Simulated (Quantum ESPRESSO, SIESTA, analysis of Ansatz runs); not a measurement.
**Levels of V_B in BAs (F-43m), rung by rung (SIESTA)**

We place the charge-transition levels of V_B in BAs (F-43m) with atom-centred orbitals, then repeat the energies at other levels of method to see what holds. Model: a cell of 54 host atoms with 1 B taken out.

Main program and level: SIESTA 5.4.2; SIESTA numerical-orbital DFT, PBEsol, DZP basis, PseudoDojo 0.4.1 potentials converted to PSML; charged supercells in a uniform background, point-charge correction with alignment at far sites.

Experimental background.

For BAs, zinc blende (single crystal grown by chemical vapor transport, 300 K), “Basic Physical Properties of Cubic Boron Arsenide” (2019, arxiv:1911.11281) gives, by UV-visible absorption: band gap (indirect optical gap from absorption edge) 1.82 eV [room-temperature optical absorption edge, not a zero-temperature fundamental gap].

## 1. Starting point

The cell holds 53 atoms: 26 B and 27 As. Cell: a = 10.225 Å, b = 10.225 Å, c = 10.225 Å, α = 59.9°, β = 59.9°, γ = 59.9°. It derives from BAs (space group F-43m). Nearest the centre at fractional (0.333, 0.667, 0.667): As34 at 2.09 Å, As18 at 2.09 Å, As30 at 2.09 Å, As35 at 2.09 Å, B5 at 3.41 Å, B50 at 3.41 Å, B21 at 3.41 Å, B13 at 3.41 Å.

Coordinates:

```xyz
53
Lattice="0.0066 7.2299 7.2299 7.2299 0.0066 7.2299 7.2299 7.2299 0.0066" Properties=species:S:1:pos:R:3 pbc="T T T"
B     0.0003    0.0003    0.0003
As    1.2053    1.2053    1.2053
B     2.4102    2.4102    0.0025
As    3.6153    3.6153    1.2075
B     4.8202    4.8202    0.0047
As    6.0253    6.0253    1.2098
B     2.4102    0.0025    2.4102
As    3.6153    1.2075    3.6153
B     4.8202    2.4124    2.4124
As    6.0253    3.6175    3.6175
B     7.2301    4.8224    2.4146
As    8.4352    6.0275    3.6197
B     4.8202    0.0047    4.8202
As    6.0253    1.2098    6.0253
B     7.2301    2.4146    4.8224
As    8.4352    3.6197    6.0275
B     9.6401    4.8246    4.8246
As   10.8452    6.0297    6.0297
B     0.0025    2.4102    2.4102
As    1.2075    3.6153    3.6153
B     2.4124    4.8202    2.4124
As    3.6175    6.0253    3.6175
B     4.8224    7.2301    2.4146
As    6.0275    8.4352    3.6197
B     2.4124    2.4124    4.8202
As    3.6175    3.6175    6.0253
B     4.8224    4.8224    4.8224
As    6.0275    6.0275    6.0275
B     7.2324    7.2324    4.8246
As    8.4374    8.4374    6.0297
B     4.8224    2.4146    7.2301
As    6.0275    3.6197    8.4352
B     7.2324    4.8246    7.2324
As    8.4374    6.0297    8.4374
As   10.8474    8.4396    8.4396
B     0.0047    4.8202    4.8202
As    1.2098    6.0253    6.0253
B     2.4146    7.2301    4.8224
As    3.6197    8.4352    6.0275
B     4.8246    9.6401    4.8246
As    6.0297   10.8452    6.0297
B     2.4146    4.8224    7.2301
As    3.6197    6.0275    8.4352
B     4.8246    7.2324    7.2324
As    6.0297    8.4374    8.4374
B     7.2346    9.6423    7.2346
As    8.4396   10.8474    8.4396
B     4.8246    4.8246    9.6401
As    6.0297    6.0297   10.8452
B     7.2346    7.2346    9.6423
As    8.4396    8.4396   10.8474
B     9.6445    9.6445    9.6445
As   10.8496   10.8496   10.8496
```

The host's dielectric constants go in as inputs: 10.03 for the electrons alone, 10.13 with the ions, from a response run on this crystal (DFPT, PBEsol, Quantum ESPRESSO) at that run's own cell.

The cell's shortest repeat is 10.2 Å.

The primitive cell was relaxed at this level beforehand, to 27.96 Å³.

The defect-free supercell was relaxed beforehand, from displaced atoms: they ended at most 0.01 Å from the sites they started about, so the symmetric structure holds.

## 2. Band edges

Levels are counted from the valence top, which comes from the unit cell, dense mesh; the energy of the host comes from the defect-free supercell at the defects' own k-points, so that the host's part of the sampling error cancels.

Contents of host.fdf:

```
SystemName                      BAs
SystemLabel                     host
NumberOfSpecies                 2
NumberOfAtoms                   2
%block ChemicalSpeciesLabel
  1    5 B
  2   33 As
%endblock ChemicalSpeciesLabel
LatticeConstant                 1.0 Ang
%block LatticeVectors
     0.002214000     2.409960000     2.409960000
     2.409960000     0.002214000     2.409960000
     2.409960000     2.409960000     0.002214000
%endblock LatticeVectors
AtomicCoordinatesFormat         Fractional
%block AtomicCoordinatesAndAtomicSpecies
     0.000053296     0.000053296     0.000053296  1
     0.249958214     0.249958214     0.249958214  2
%endblock AtomicCoordinatesAndAtomicSpecies
%block kgrid.MonkhorstPack
   12   0   0  0.00
    0  12   0  0.00
    0   0  12  0.00
%endblock kgrid.MonkhorstPack
XC.Functional                   GGA
XC.Authors                      PBEsol
PAO.BasisSize                   DZP
PAO.EnergyShift                 0.005 Ry
Mesh.Cutoff                     300 Ry
OccupationFunction              FD
ElectronicTemperature           0.01 eV
MaxSCFIterations                150
SCF.MustConverge                true
SCF.Mixer.Method                Pulay
SCF.Mixer.Weight                0.2
SCF.Mixer.History               10
SCF.DM.Tolerance                1.0e-4
SCF.H.Tolerance                 1.0e-3 eV
WriteForces                     true
Charge.Mulliken                 end
```

On the command line:

```console
$ OMP_NUM_THREADS=1 siesta host.fdf > host.out
```

The program printed:

```text
Version         : 5.4.2

                           ***********************
                           *  WELCOME TO SIESTA  *
                           ***********************

[...]
reinit: Reading from file host.fdf

reinit: -----------------------------------------------------------------------
reinit: System Name: BAs
reinit: -----------------------------------------------------------------------
reinit: System Label: host
reinit: -----------------------------------------------------------------------

initatom: Reading input for the pseudopotentials and atomic orbitals ----------
Species number:   1 Atomic number:    5 Label: B
Species number:   2 Atomic number:   33 Label: As

[... pseudopotential checks and orbital generation ...]

prinput: Basis input

PAO.BasisType split

%block ChemicalSpeciesLabel
    1    5 B                       # Species index, atomic number, species label
    2   33 As                      # Species index, atomic number, species label
%endblock ChemicalSpeciesLabel

%block PAO.Basis                 # Define Basis set
# WARNING: This information might be incomplete!
[...]
(Free)E + p*V (eV/cell)    -2961.6884
Target enthalpy (eV/cell)    -2961.6968
[...]
siesta: Final energy (eV):
siesta:  Band Struct. =    -498.104107
siesta:       Kinetic =    2124.318959
siesta:       Hartree =     836.011664
siesta:         Exch. =    -632.961554
siesta:         Corr. =     -39.936062
siesta:   Exch.-corr. =    -672.897616
siesta:  Ion-electron =   -3820.507215
siesta:       Ion-ion =   -1428.622641
siesta:         Total =   -2961.696849
siesta:         Fermi =      -3.681158
[...]
siesta: Stress tensor (static) (eV/Ang**3):
siesta:    -0.000302   -0.000300   -0.000300
siesta:    -0.000300   -0.000302   -0.000300
siesta:    -0.000300   -0.000300   -0.000302
[...]
siesta: Cell volume =         27.955072 Ang**3
[...]
siesta: Pressure (static):
siesta:                Solid            Molecule  Units
siesta:           0.00000329          0.00000303  Ry/Bohr**3
siesta:           0.00030187          0.00027825  eV/Ang**3
siesta:           0.48364792          0.44580177  kBar
[...]
mulliken: Qtot =       18.000

Mulliken Atomic Populations:
Atom #   charge [q] valence [e]  Species
     1    -0.238154    3.238154  B
     2     0.238154   14.761846  As
 Total     0.000000

Job completed
```

Wall time 24 s (1 MPI rank of Arm Neoverse V2, shared host); peak memory 0.19 GiB.

The gap at this level is 1.38 eV.

Test of the sampling: at one point at (¼, ¼, ¼) the host's energy lies 151 meV an atom above its value on the primitive cell's dense mesh, too far, so all defect runs take a 2×2×2 mesh.

(Part 1 of 3 ends here.)

[Logs are printed without paths, hosts, clocks, repeated set-up lines and the standing remarks that a program may print on its own settings, such as how far it seeks lower states.]

[Hosts, paths, dates, database ids (printed as entryN), source tags and the programs' standing remarks are cut or masked in the printed files.]

[For some hosts the program warned that the k-mesh of the response run may be too coarse for force constants and the static dielectric constant; such warnings are not shown here.]

[Charge tables in the logs are Mulliken or Hirshfeld populations, whose sizes and signs can differ; where basis functions stand at a vacancy, SIESTA counts their charge against the missing atom's valence.]

[In relaxation paths of CP2K, step 0 can be the structure after the first move, since the trajectory file begins there, and the last row can be the final structure solved once more.]
